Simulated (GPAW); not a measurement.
Set up this calculation in GPAW 26.7.0, as an ASE script.

| Item | Value |
| --- | --- |
| Task | relaxation of cell and atoms |
| Functional | PBEsol |
| Dispersion | D3(BJ)+ATM |
| Potentials or basis | PAW data sets generated in the run's folder for this functional |
| Cutoff | 600 eV |
| Basis | pw |
| k mesh | 9 × 9 × 9 |
| Occupations | fermi-dirac, width 0.05 eV |
| Spin | no spin polarisation |
| Maxiter | 150 |
| Optimizer | BFGS |
| Fmax | 0.02 eV/Å |
| Max steps | 60 |
| Convergence | density=1e-05 forces=0.0001 |

ZrS:

```
CELL_PARAMETERS angstrom
0.00000 2.62500 2.62500
2.62500 0.00000 2.62500
2.62500 2.62500 0.00000
ATOMIC_POSITIONS crystal
Zr 0.00000 0.00000 0.00000
S 0.50000 0.50000 0.50000
```

One way to write it, as run:

run.py

```python
from ase import Atoms
from ase.calculators.mixing import SumCalculator
from ase.filters import FrechetCellFilter
from ase.io import write
from ase.optimize import BFGS
from dftd3.ase import DFTD3
from gpaw import GPAW, PW, setup_paths

setup_paths.insert(0, '.')

atoms = Atoms(['Zr', 'S'],
              cell=[[0.0, 2.625, 2.625],
                    [2.625, 0.0, 2.625],
                    [2.625, 2.625, 0.0]],
              scaled_positions=[[0.0, 0.0, 0.0],
                                [0.5, 0.5, 0.5]],
              pbc=True)

calc = GPAW(mode=PW(600),
            xc='PBEsol',
            kpts={'size': (9, 9, 9), 'gamma': True},
            occupations={'name': 'fermi-dirac', 'width': 0.05},
            nbands=19,
            convergence={'density': 1e-05, 'forces': 0.0001},
            maxiter=150,
            txt='gpaw.txt')
atoms.calc = SumCalculator([calc, DFTD3(damping='d3bj', params_tweaks=dict(method='pbesol', atm=True))])
opt = BFGS(FrechetCellFilter(atoms), trajectory='relax.traj', logfile='-')
done = opt.run(fmax=0.02, steps=60)
calc.write('gs.gpw')
write('result.traj', atoms)
print('Converged:', done)
print('Cell:', atoms.cell.cellpar().round(4))
print('Volume:', round(atoms.get_volume(), 4))
print(atoms.get_scaled_positions().round(5))
```

Potentials or basis: PAW data sets generated in the run's folder for this functional, pw.

The run is started by

```console
$ gpaw-setup -f PBEsol S Zr
$ OMP_NUM_THREADS=1 python run.py
```

Results of the run:

The relaxed volume is 16.70 Å³/atom and the relaxed cell is a = 3.615 Å, b = 3.615 Å, c = 3.615 Å, α = 60.00°, β = 60.00°, γ = 60.00°. The space group after relaxing (to 0.05 Å) is Fm-3m (No. 225). The energy gained by relaxing is 49.5 meV/atom. The ionic steps are 4, the pressure after relaxing is -0.1 GPa and the band gap on the k mesh is none (metal or under the smearing width). The dispersion energy per atom is -0.477 eV.

Caveat: later steps reuse the first step's grids; pairwise dispersion overbinds metals, which lowers pressure and volume.

Wall time 63 s on 1 thread of Arm Neoverse V2, on a shared host, peak memory 0.2 GiB.
